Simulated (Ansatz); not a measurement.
# Pt: a surface, (100), 1 layers

What do the surfaces of Pt (100), 1 layers cost, and how tightly do they hold an electron? Methods of the runs shown: LAPW. Companion runs by PAW are cited. Its runs: bulk in the slab's orientation (LAPW); the reference run (LAPW); spin-orbit coupling on (LAPW); field of 0.3 V/Å along the normal (LAPW).

Program: Ansatz 0.2.0. Level of theory: DFT PBE, with the methods named in each step. These are calculated values, not measurements.

**1. The structure to begin with**

It takes space group Fm-3m (No. 225, cubic). The conventional cell has a = 3.971 Å, b = 3.971 Å, c = 3.971 Å, α = 90.00°, β = 90.00°, γ = 90.00°. Pt (site symmetry m-3m) is surrounded by 12 Pt at 2.81 Å.

Structure file:

```cif
data_structure
_symmetry_space_group_name_H-M 'Fm-3m'
_symmetry_Int_Tables_number 225
_cell_length_a 3.9711
_cell_length_b 3.9711
_cell_length_c 3.9711
_cell_angle_alpha 90.000
_cell_angle_beta 90.000
_cell_angle_gamma 90.000
_cell_volume 62.62
loop_
_atom_site_label
_atom_site_type_symbol
_atom_site_symmetry_multiplicity
_atom_site_Wyckoff_symbol
_atom_site_fract_x
_atom_site_fract_y
_atom_site_fract_z
_atom_site_occupancy
Pt1 Pt 4 a 0.00000 0.00000 0.00000 1
```

The file gives the conventional cell by its symmetry; the runs use the cell typed in the input.

Atoms are numbered in the order of the input: Pt1, Pt2.

**2. Bulk in the slab's orientation, LAPW**

input.yaml

```yaml
crystal:
  lattice:
    - [1.9855579642, 1.9855579642, 0.0]
    - [-1.9855579642, 1.9855579642, 0.0]
    - [0.0, 0.0, 3.9711159284]
  atoms:
    - { symbol: Pt, position: [0.0, 0.0, 0.0] }
    - { symbol: Pt, position: [0.5, 0.5, 0.5] }
kpoints:
  mp_grid: { grid: [12, 12, 8] }
scf:
  occupations: { method: fermi_dirac, width: 0.08 }
hamiltonian:
  xc: pbe
  pseudopotentials: { kind: all_electron, lapw: { basis_error: 0.001 } }
output:
  forces: true
  stress: true
  eigenvalues: true
```

Started as:

```sh
$ ansatz run input.yaml --threads 1 --pin off --max-ram 3584MiB --backend cpu --events-out ev --progress --plain --runs-dir out
```

**4. Slab as cut, LAPW**

input.yaml

```yaml
crystal:
  lattice:
    - [2.8080030019, 0.0, 0.0]
    - [0.0, 2.8080030019, 0.0]
    - [0.0, 0.0, 16.0]
  atoms:
    - { symbol: Pt, position: [0.0, 0.0, 0.5] }
kpoints:
  mp_grid: { grid: [12, 12, 1] }
scf:
  occupations: { method: fermi_dirac, width: 0.08 }
hamiltonian:
  xc: pbe
  pseudopotentials: { kind: all_electron, lapw: { basis_error: 0.001 } }
output:
  forces: true
  stress: true
  eigenvalues: true
  populations: true
  dos: { projected: true, de: 0.2, e_range: [-14, 8] }
efield:
  axis: 3
  amplitude: 0
  dipole_correction: true
```

**5. Spin-orbit coupling on, LAPW**

Edit input.yaml of step 4 so:

```diff
@@ -18,4 +18,2 @@
   eigenvalues: true
-  populations: true
-  dos: { projected: true, de: 0.2, e_range: [-14, 8] }
 efield:
@@ -24 +22,4 @@
   dipole_correction: true
+magnetization:
+  noncollinear: true
+  spin_orbit: true
```

**6. Field of 0.3 V/Å along the normal, LAPW**

Edit input.yaml of step 5 so:

```diff
@@ -20,6 +20,3 @@
   axis: 3
-  amplitude: 0
+  amplitude: 0.3
   dipole_correction: true
-magnetization:
-  noncollinear: true
-  spin_orbit: true
```

(Steps that only read results are left out.)

What does the calculation give? Wanted: surface energy; work function (for each run or level that gives them).

The runs gave:

| quantity | value |
| --- | --- |
| surface energy (LAPW, cut) | 1.96 J/m² |
| work function (LAPW, cut) | 6.38 eV |
| surface energy (PAW, cut) | 1.96 J/m² |
| work function (PAW, cut) | 6.38 eV |

Spin-orbit coupling on moves the work function by -0.21 eV (LAPW). The field of 0.3 V/Å along the normal induces a dipole of 0.038 e·Å per cell (LAPW). Spin-orbit coupling on moves the work function by -0.21 eV (PAW). The field of 0.3 V/Å along the normal induces a dipole of 0.038 e·Å per cell (PAW). Thickness wasn't converged, and no reconstruction was sought.
